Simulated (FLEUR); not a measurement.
SnSe: equation of state with PBEsol

The system is SnSe.

```
Sn Se
1.0
     0.00000    3.01000    3.01000
     3.01000    0.00000    3.01000
     3.01000    3.01000    0.00000
Sn Se
1 1
Direct
  0.00000 0.00000 0.00000
  0.50000 0.50000 0.50000
```

Measurements of this composition are mostly on another form, of space group No. 62.

* Program: FLEUR MaX-R8.1 (later development tree)
* Task: equation of state
* Functional: PBEsol
* Potentials or basis: all-electron
* Basis: FLAPW
* Kmax: 4.1 1/bohr
* k mesh: 8 × 8 × 8
* Occupations: fermi-dirac, width 0.05 eV
* Spin: no spin polarisation

The equilibrium volume is 26.28 Å³/atom, the bulk modulus is 56 GPa and the pressure derivative of the bulk modulus is 4.3.

Energy against volume, from the lowest point:
| volume (Å³/atom) | energy (meV/atom) |
| --- | --- |
| 25.635 | 2.82 |
| 26.180 | 0.00 |
| 26.725 | 1.24 |
| 27.271 | 6.11 |
| 27.816 | 14.19 |
| 28.362 | 25.19 |
| 28.907 | 38.82 |
